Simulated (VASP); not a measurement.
**CuH5: single point with PBE**

CuH5:

```xyz
6
Lattice="0.0000 2.4325 2.4325 2.4325 0.0000 2.4325 2.4325 2.4325 0.0000" Properties=species:S:1:pos:R:3 pbc="T T T"
Cu    0.0000    0.0000    0.0000
H     1.2162    1.2162    1.2162
H     2.9196    1.9454    1.9454
H     2.9196    2.9196    2.9196
H     1.9454    2.9196    1.9454
H     1.9454    1.9454    2.9196
```

The cell was built by a generator and needn't be a form met in nature.

The cell isn't the ideal one: species swapped into the ZrNi5 type (F-43m, No. 216).

- Program: VASP 6.6.1
- Task: single point
- Functional: PBE
- Potentials or basis: VASP PAW PBE potentials, release 64 (Cu, H)
- Cutoff: 520 eV
- k mesh: 6 × 6 × 6
- Occupations: gaussian, width 0.1 eV
- Spin: no spin polarisation
- Dipole correction: no
- Further INCAR settings: ALGO = Normal; EDIFF = 1e-06; NBANDS = 17

| Quantity | Value |
| --- | --- |
| Pressure | -0.3 GPa |
| Largest force | 0.040 eV/Å |
| Band gap on the k mesh | none (metal or under the smearing width) |

Forces in eV/Å, atoms in the order of the input:
```
Cu   0.000  0.000  0.000
H    0.000  0.000  0.000
H    0.023 -0.023 -0.023
H    0.023  0.023  0.023
H   -0.023  0.023 -0.023
H   -0.023 -0.023  0.023
```

Levels at points of the mesh, in eV from the Fermi level:
| k point | band 5 | band 6 | band 7 | band 8 | band 9 | band 10 | band 11 | band 12 |
| --- | --- | --- | --- | --- | --- | --- | --- | --- |
| (0.00, 0.00, 0.00) | -3.19 | -3.19 | 0.51 | 2.55 | 2.55 | 2.55 | 7.04 | 10.10 |
| (0.50, 0.00, 0.00) | -2.95 | -2.95 | -2.43 | 0.09 | 2.90 | 2.90 | 7.39 | 7.39 |
| (0.50, 0.50, 0.00) | -2.87 | -2.87 | -2.15 | -0.86 | -0.86 | 1.34 | 1.83 | 13.90 |

Run time: 17 s on 1 thread of Intel(R) Xeon(R) Platinum 8375C CPU @ 2.90GHz (Ice Lake), on a shared host, peak memory 0.14 GiB.

Caveat: the k mesh is coarse (spacing up to 0.37 Å⁻¹), so the values aren't converged.
